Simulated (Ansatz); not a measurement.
**Ga: one input, then a changed one**

The cell was built from the bcc type and relaxed in the same program; it needn't be a known or the stable phase. The listed cell was then made from it by scaling, straining or moving an atom.

First run: DFT, PBE, PAW with Ansatz's default frozen-core files, scalar-relativistic (Ansatz 0.2.0).

Command: `ansatz run input.yaml --threads 1 --pin off --max-ram 2048MiB --backend cpu --events-out ev --progress --plain --runs-dir out` The run took 5.1 s on 1 thread of Arm Neoverse V2, on a shared host.

```yaml
crystal:
  lattice:
    - [-1.7132971535, 1.7132971535, 1.6879774911]
    - [1.7132971535, -1.7132971535, 1.6879774911]
    - [1.7132971535, 1.7132971535, -1.6879774911]
  atoms:
    - { symbol: Ga, position: [0.0, 0.0, 0.0] }
kpoints:
  mp_grid: { grid: [17, 17, 17] }
scf:
  occupations: { method: fermi_dirac, width: 0.03 }
hamiltonian:
  xc: pbe
  pseudopotentials: { kind: paw }
output:
  forces: true
  stress: true
  eigenvalues: true
  efg: { contact_densities: true }
```

Result: converged; pressure -1.29 GPa; 6 SCF iterations.

The input is then changed:

```diff
@@ -10,7 +10,8 @@
 scf:
   occupations: { method: fermi_dirac, width: 0.03 }
+  convergence: { dr2_threshold: 1.0e-08 }
 hamiltonian:
   xc: pbe
-  pseudopotentials: { kind: paw }
+  pseudopotentials: { kind: paw_fr }
 output:
   forces: true
@@ -18,3 +19,10 @@
   eigenvalues: true
   efg: { contact_densities: true }
+  write_density: true
+  write_potential: true
+  elf: true
+  volumetric_format: npy
+magnetization:
+  noncollinear: true
+  spin_orbit: true
```

Task: Predict the outcome of the changed run.

Result: It converged; pressure -1.31 GPa; 8 SCF iterations.
